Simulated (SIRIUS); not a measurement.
# HfN (P1) in SIRIUS: single point with PBE

Aim: the single point of HfN with PBE.

Program: SIRIUS 7.10.0. These are calculated values, not measurements. Logs are shortened: lines on timing, memory, paths and dates and some standing lists are left out, and cuts for length are marked. The log counts tension as positive stress, the text compression.

## Step 1: The cell of the first run

The typed cell holds 4 atoms: a = 3.630 Å, b = 2.945 Å, c = 4.545 Å, α = 106.23°, β = 96.76°, γ = 81.73°.

## Step 2: Single point, PBE (atoms moved at random, drawn with an rms of 0.05 Å)

Contents of sirius.json:

```json
{
  "control": {
    "processing_unit": "cpu",
    "verbosity": 2,
    "num_bands_to_print": 26,
    "print_forces": true,
    "print_stress": true
  },
  "parameters": {
    "electronic_structure_method": "pseudopotential",
    "xc_functionals": ["XC_GGA_X_PBE", "XC_GGA_C_PBE"],
    "gk_cutoff": 9.2,
    "pw_cutoff": 18.4,
    "ngridk": [8, 9, 6],
    "shiftk": [0, 0, 0],
    "smearing": "fermi_dirac",
    "smearing_width": 0.0018374661,
    "num_bands": 26,
    "num_mag_dims": 0,
    "num_dft_iter": 100,
    "energy_tol": 1e-08,
    "density_tol": 1e-06
  },
  "iterative_solver": {
    "type": "davidson",
    "min_tolerance": 1e-09,
    "tolerance_scale": [0.1, 0.25]
  },
  "mixer": {
    "type": "anderson",
    "beta": 0.7,
    "max_history": 8
  },
  "settings": {
    "tol_ne": 1e-10,
    "pseudo_grid_cutoff": 6.5
  },
  "unit_cell": {
    "lattice_vectors": [
      [-0.355023999766, -4.53691852282, -5.133979287135],
      [-0.80863710905, 3.583349378867, -4.180410143183],
      [8.497033635154, -0.453613109284, 1.163661127714]
    ],
    "atom_coordinate_units": "lattice",
    "atom_types": ["Hf", "N"],
    "atom_files": {
      "N": "N.json",
      "Hf": "Hf.json"
    },
    "atoms": {
      "Hf": [
        [0.485568, 0.500475, 0.497248],
        [-0.003796, 0.975543, 0.987564]
      ],
      "N": [
        [0.506274, 0.50605, 0.000176],
        [0.011757, 0.990087, 0.496412]
      ]
    }
  }
}
```

Potentials or basis: PseudoDojo 0.4.1 PBE standard (scalar relativistic).

The run is started by

```
$ upf_to_json N.upf
$ upf_to_json Hf.upf
$ OMP_NUM_THREADS=1 sirius.scf --input=sirius.json --output=out.json --task=0
```

Standard output:

```text
[info] SIRIUS version : 7.10.0
[info] number of MPI ranks           : 1
[info] MPI grid                      : 1 1
[info] maximum number of OMP threads : 1
[fft] FFT context for density and potential
[fft] =====================================
[fft]   comm size                             : 1
[fft]   plane wave cutoff                     : 18.4
[fft]   grid size                             : 45 36 54   total : 87480
[fft]   grid limits                           : -22 22   -17 18   -26 27
[fft]   number of G-vectors within the cutoff : 16328
[fft]   local number of G-vectors             : 16328
[fft]   number of G-shells                    : 16328
[fft] FFT context for coarse grid
[fft] =====================================
[fft]   comm size                             : 1
[fft]   plane wave cutoff                     : 18.4
[fft]   grid size                             : 45 36 54   total : 87480
[fft]   grid limits                           : -22 22   -17 18   -26 27
[fft]   number of G-vectors within the cutoff : 16328
[fft]   local number of G-vectors             : 16328
[fft]   number of G-shells                    : 16328
[unit cell] lattice vectors
[unit cell]   a1 :      -0.3550239998     -4.5369185228     -5.1339792871
[unit cell]   a2 :      -0.8086371090      3.5833493789     -4.1804101432
[unit cell]   a3 :       8.4970336352     -0.4536131093      1.1636611277
[unit cell] reciprocal lattice vectors
[unit cell]   b1 :       0.0460039052     -0.6997180766     -0.6086806588
[unit cell]   b2 :       0.1539511842      0.8743508443     -0.7833134263
[unit cell]   b3 :       0.7560295409      0.0539736393     -0.0999775431
[unit cell] unit cell volume :       310.51536519 [a.u.^3]
[unit cell] 1/sqrt(omega)    :         0.05674903
[unit cell] MT volume        :         0.00000000 ( 0.00%)
[unit cell] IT volume        :       310.51536519 (100.00%)
[unit cell] number of atom types : 2
[unit cell] type id : 0 symbol : Hf mt_radius :  16.550000 num_atoms : 2
[unit cell] type id : 1 symbol :  N mt_radius :  10.570000 num_atoms : 2
[unit cell] total number of atoms : 4
[unit cell] number of symmetry classes : 4
[unit cell] number of PAW atoms : 0
[unit cell] atom id  type id  class id             position                      vector_field
[unit cell] ------------------------------------------------------------------------------------------
[unit cell]      0        0        0      0.48557   0.50048   0.49725      0.00000   0.00000   0.00000
[unit cell]      1        0        1     -0.00380   0.97554   0.98756      0.00000   0.00000   0.00000
[unit cell]      2        1        2      0.50627   0.50605   0.00018      0.00000   0.00000   0.00000
[unit cell]      3        1        3      0.01176   0.99009   0.49641      0.00000   0.00000   0.00000
[unit cell] atom id         position (Cartesian, a.u.)
[unit cell] ---------------------------------------------
[unit cell]      0       3.648042   -0.635164   -4.006459
[unit cell]      1       7.603852    3.064962   -2.909491
[unit cell]      2      -0.587455   -0.483650   -4.714492
[unit cell]      3       3.413234    3.269308   -3.621675
[unit cell] class id : 0 atom id : 0
[unit cell] class id : 1 atom id : 1
[unit cell] class id : 2 atom id : 2
[unit cell] class id : 3 atom id : 3
[unit cell] minimum bond length:     3.930406
[unit cell] total number of pseudo wave-functions: 28
[sym] space group number   : 1
[sym] international symbol : P1
[sym] Hall symbol          : P 1
[sym] space group transformation matrix :
[sym]  -0.0000  1.0000  0.0000
[sym]   1.0000  0.0000 -0.0000
[sym]   0.0000 -0.0000 -1.0000
[sym] space group origin shift :
[sym]   0.0000  0.0000  0.0000
[sym] number of space group operations  : 1
[sym] number of magnetic group operations : 1
[... 297 lines left out ...]
[diagonalize] Lowest band energies
[diagonalize] ik:    0   -1.619489   -1.614937   -0.491475   -0.479574   -0.459296   -0.456021   -0.455840   -0.450496    0.051170    0.100622    0.492367    0.525120    0.561108    0.565773    0.584873    0.590869    0.599424    0.613690    0.638787    0.687044    0.724932    0.806652    0.835935    0.861543    0.897639    0.901634
[diagonalize] ik:    1   -1.619299   -1.615086   -0.490093   -0.479953   -0.461080   -0.456553   -0.455844   -0.451591    0.058682    0.105469    0.487289    0.502099    0.533113    0.562782    0.576301    0.587262    0.602831    0.626323    0.648621    0.712524    0.737991    0.811372    0.850092    0.865714    0.899013    0.913594
[diagonalize] ik:    2   -1.618771   -1.615517   -0.486189   -0.480539   -0.465909   -0.459169   -0.455577   -0.453451    0.078729    0.117082    0.456081    0.488102    0.493411    0.530308    0.553663    0.559517    0.636640    0.668718    0.675862    0.751724    0.765242    0.824548    0.864663    0.866900    0.876825    0.914284
[diagonalize] ik:    3   -1.618020   -1.616171   -0.480910   -0.479879   -0.471473   -0.464639   -0.455216   -0.454302    0.104012    0.126737    0.427516    0.447220    0.492025    0.509597    0.532112    0.536301    0.682214    0.704092    0.718075    0.767878    0.778898    0.836865    0.842238    0.864560    0.879240    0.895288
[diagonalize] ik:    4   -1.617408   -1.616742   -0.478728   -0.477911   -0.472485   -0.470001   -0.454954   -0.454615    0.123059    0.123390    0.420388    0.425931    0.496664    0.498231    0.524038    0.528062    0.718594    0.723444    0.741790    0.746567    0.792998    0.804270    0.850142    0.861127    0.888681    0.890393
[diagonalize] ...
[diagonalize] ik:  213   -1.615925   -1.614407   -0.489050   -0.488182   -0.473074   -0.472690   -0.465929   -0.461731    0.120669    0.128876    0.436142    0.440062    0.453450    0.500542    0.518255    0.525693    0.707519    0.738298    0.757330    0.779657    0.802153    0.818319    0.884617    0.893191    0.944765    0.954519
[diagonalize] ik:  214   -1.615470   -1.614822   -0.487538   -0.486061   -0.474727   -0.473993   -0.465295   -0.464583    0.121598    0.124477    0.453742    0.457745    0.468373    0.473701    0.524630    0.528023    0.714851    0.733024    0.752218    0.771127    0.788242    0.799085    0.870479    0.883279    0.951060    0.956718
[diagonalize] ik:  215   -1.615787   -1.614541   -0.489297   -0.487328   -0.477047   -0.471279   -0.465720   -0.460618    0.128682    0.131945    0.435565    0.436820    0.457458    0.489581    0.504033    0.514809    0.726126    0.733240    0.740509    0.788138    0.800866    0.811238    0.884891    0.897930    0.966513    0.979479
[diagonalize] ik:  216   -1.616331   -1.614087   -0.492394   -0.491016   -0.477277   -0.467451   -0.464018   -0.456276    0.138660    0.148743    0.402240    0.408833    0.439278    0.466448    0.486099    0.512515    0.719977    0.747835    0.762559    0.815831    0.829484    0.853336    0.898512    0.901751    0.979078    1.010679
[diagonalize] ik:  217   -1.616739   -1.613768   -0.494737   -0.494240   -0.476467   -0.466164   -0.460101   -0.453548    0.147428    0.164743    0.377016    0.389555    0.420348    0.437856    0.466798    0.522011    0.706266    0.772519    0.801007    0.839391    0.856727    0.893431    0.904928    0.909588    0.970970    0.990812
[find] Charges and magnetic moments
[find] --------------------------------------------------------------------------------
[find] total charge          : 34.000000
[find] Energy
[find] --------------------------------------------------------------------------------
[find] valence_eval_sum               :      -4.50843288
[find] <rho|V^{XC}>                   :     -25.33146862
[find] <rho|E^{XC}>                   :     -34.84950510
[find] <mag|B^{XC}>                   :       0.00000000
[find] <rho|V^{H}>                    :      27.16449048
[find] one-electron contribution      :      -6.34145475 (Ha),     -12.68290950 (Ry)
[find] hartree contribution           :      13.58224524
[find] xc contribution                :     -34.84950510
[find] ewald contribution             :    -106.12002782
[find] PAW contribution               :       0.00000000
[find] smearing (-TS)                 :      -0.00050285
[find] SCF correction                 :      -0.00001890
[find] Total energy                   :    -133.72876132 (Ha),    -267.45752265 (Ry)
[find] Free energy (E-TS)             :    -133.72926418 (Ha),    -267.45852835 (Ry)
[find] band gap (eV)                  :       0.00000000
[find] Efermi                         :       0.67408120
[find] iteration : 12, RMS : 7.170087593066e-07, energy difference : -1.371063262923e-09
[find] Hartree energy of density residual : 1.060044203793e-10
[find] bands are converged : true
[find] iterative solver converged : true
[find] converged after 13 SCF iterations!
[find] Charges and magnetic moments
[find] --------------------------------------------------------------------------------
[find] total charge          : 34.000000
[find] Energy
[find] --------------------------------------------------------------------------------
[find] valence_eval_sum               :      -4.50843288
[find] <rho|V^{XC}>                   :     -25.33146862
[find] <rho|E^{XC}>                   :     -34.84950510
[find] <mag|B^{XC}>                   :       0.00000000
[find] <rho|V^{H}>                    :      27.16449048
[find] one-electron contribution      :      -6.34145475 (Ha),     -12.68290950 (Ry)
[find] hartree contribution           :      13.58224524
[find] xc contribution                :     -34.84950510
[find] ewald contribution             :    -106.12002782
[find] PAW contribution               :       0.00000000
[find] smearing (-TS)                 :      -0.00050285
[find] SCF correction                 :      -0.00001890
[find] Total energy                   :    -133.72876132 (Ha),    -267.45752265 (Ry)
[find] Free energy (E-TS)             :    -133.72926418 (Ha),    -267.45852835 (Ry)
[find] band gap (eV)                  :       0.00000000
[find] Efermi                         :       0.67408120
[ground_state] === stress tensor components [kbar] ===
[ground_state] === stress_kin ===
[ground_state] -27450.282388  -75.836068  274.108037
[ground_state]   -75.836068-27801.127794  184.115406
[ground_state]   274.108037  184.115406-27131.042312
[ground_state] === stress_har ===
[ground_state] -4646.375974  427.449764 -548.310172
[ground_state]   427.449764-5732.615675 -537.898647
[ground_state]  -548.310172 -537.898647-2490.046205
[ground_state] === stress_ewald ===
[ground_state] 32865.034507  996.240073-1125.449633
[ground_state]   996.24007330018.383770-1173.014936
[ground_state] -1125.449633-1173.01493637664.218053
[ground_state] === stress_vloc ===
[ground_state]  -944.661112-1470.314194 1638.049065
[ground_state] -1470.314194 3101.793772 1720.421123
[ground_state]  1638.049065 1720.421123-8122.132137
[ground_state] === stress_xc ===
[ground_state] -8688.616370    3.606988   -1.215816
[ground_state]     3.606988-8701.270232   -3.017407
[ground_state]    -1.215816   -3.017407-8671.346514
[ground_state] === stress_core ===
[ground_state] 16220.895526    0.469863   -1.847745
[ground_state]     0.46986316226.666209   -0.853256
[ground_state]    -1.847745   -0.85325616213.367536
[ground_state] === stress_nonloc ===
[ground_state] -7441.723053    4.941056  -36.266562
[ground_state]     4.941056-7411.420275  -22.613255
[ground_state]   -36.266562  -22.613255-7489.455785
[ground_state] === stress_us_nl ===
[ground_state] -7441.723053    4.941056  -36.266562
[ground_state]     4.941056-7411.420275  -22.613255
[ground_state]   -36.266562  -22.613255-7489.455785
[ground_state] === stress_total ===
[ground_state]   -85.728864 -113.442518  199.067173
[ground_state]  -113.442518 -299.590227  167.139027
[ground_state]   199.067173  167.139027  -26.437364
[ground_state] ==== total Forces in Ha/bohr =====
[ground_state] atom:    0, force:      -0.0101654     -0.0299276     -0.0004234
[ground_state] atom:    1, force:       0.0153805      0.0120689     -0.0028845
[ground_state] atom:    2, force:      -0.0036214     -0.0040247      0.0012136
[ground_state] atom:    3, force:      -0.0015932      0.0218858      0.0020934
[ground_state] ==== ultrasoft contribution from Qij =====
[ground_state] atom:    0, force:       0.0000000      0.0000000      0.0000000
[ground_state] atom:    1, force:       0.0000000      0.0000000      0.0000000
[ground_state] atom:    2, force:       0.0000000      0.0000000      0.0000000
[ground_state] atom:    3, force:       0.0000000      0.0000000      0.0000000
[ground_state] ==== non-local contribution from Beta-projector =====
[ground_state] atom:    0, force:       0.0006054     -0.0181067     -0.0018114
[ground_state] atom:    1, force:       0.0057671      0.0064083     -0.0005602
[ground_state] atom:    2, force:      -0.0129992      0.0000225     -0.0148735
[ground_state] atom:    3, force:       0.0166625      0.0100275     -0.0200098
[ground_state] ==== contribution from local potential =====
[ground_state] atom:    0, force:       0.2685083      0.6000343      0.1394667
[ground_state] atom:    1, force:      -0.2795522     -0.2160201      0.0490749
[ground_state] atom:    2, force:      -0.1573035      0.1144773     -0.0173007
[ground_state] atom:    3, force:       0.1590239     -0.4910963     -0.1323499
[ground_state] ==== contribution from core density =====
[ground_state] atom:    0, force:      -0.0004051     -0.0041345     -0.0015371
[ground_state] atom:    1, force:      -0.0002459     -0.0001206     -0.0011969
[ground_state] atom:    2, force:       0.0002923      0.0002570      0.0005367
[ground_state] atom:    3, force:      -0.0003544     -0.0017467      0.0005605
[ground_state] ==== Ewald forces from ions =====
[ground_state] atom:    0, force:      -0.2788959     -0.6077234     -0.1365381
[ground_state] atom:    1, force:       0.2894301      0.2218030     -0.0502062
[ground_state] atom:    2, force:       0.1664004     -0.1187813      0.0328499
[ground_state] atom:    3, force:      -0.1769346      0.5047017      0.1538944
[~DFT_ground_state] local op. applied: 180878
[~DFT_ground_state] evp. work count: 29226.3
[~DFT_ground_state] number of iterative solver steps: 10267
```

Wall time 13 min (1 thread of Arm Neoverse V1, shared host); peak memory 2.5 GiB.

What came out:

```yaml
Free_energy: -3638.9587 eV
Pressure: 13.7 GPa
Largest_force: 1.625 eV/Å
Band_gap_on_the_k_mesh: none (metal or under the smearing width)
```

Forces on the atoms (eV/Å):
```
Hf  -0.523 -1.539 -0.022
Hf   0.791  0.621 -0.148
N   -0.186 -0.207  0.062
N   -0.082  1.125  0.108
```

Spin-orbit coupling is left out, which matters for the levels of Hf.
